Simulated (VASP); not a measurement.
Set up this calculation in VASP 6.6.1, as the native input.

```yaml
Task: single point
Functional: LDA
Potentials_or_basis: VASP PAW LDA potentials, release 64 (In, Pd)
Cutoff: 500 eV
k_mesh: 8 × 8 × 8
Occupations: gaussian, width 0.02 eV
Spin: no spin polarisation
Further_INCAR_settings: ALGO = Normal; EDIFF = 1e-06
```

The structure of InPd lies in POSCAR:

```
InPd
3.2719
    0.999995348269      0.000000000000      0.000000000000
    0.000000000000      0.999995348269      0.000000000000
    0.000000000000      0.000000000000      0.999995348269
In Pd
1 1
Direct
    0.0000000000      0.0000000000      0.0000000000
    0.5000000000      0.5000000000      0.5000000000
```

The cell comes from a database or a generator and needn't be the stable form of this composition.

These files were run (other wordings do the same):

INCAR

```
PREC = Accurate
ENCUT = 500
EDIFF = 1E-6
ISMEAR = 0
SIGMA = 0.02
LREAL = F
LASPH = T
NELM = 80
ALGO = Normal
ISIF = 2
LWAVE = F
LCHARG = T
LELF = T
LVHAR = T
```

KPOINTS

```
regular mesh
0
Gamma
  8 8 8
```

Potentials or basis: VASP PAW LDA potentials, release 64 (In, Pd).

Command:

```sh
$ cat potpaw_LDA.64/In/POTCAR potpaw_LDA.64/Pd/POTCAR > POTCAR
$ mpirun -np 1 vasp_std > vasp.out
```

It gave:

```yaml
Pressure: -6.9 GPa
Band_gap_on_the_k_mesh: none (metal or under the smearing width)
```

Run time: 5.9 s on 1 thread of AMD EPYC 9R45 (Zen 5) (shared host), peak memory 0.11 GiB.
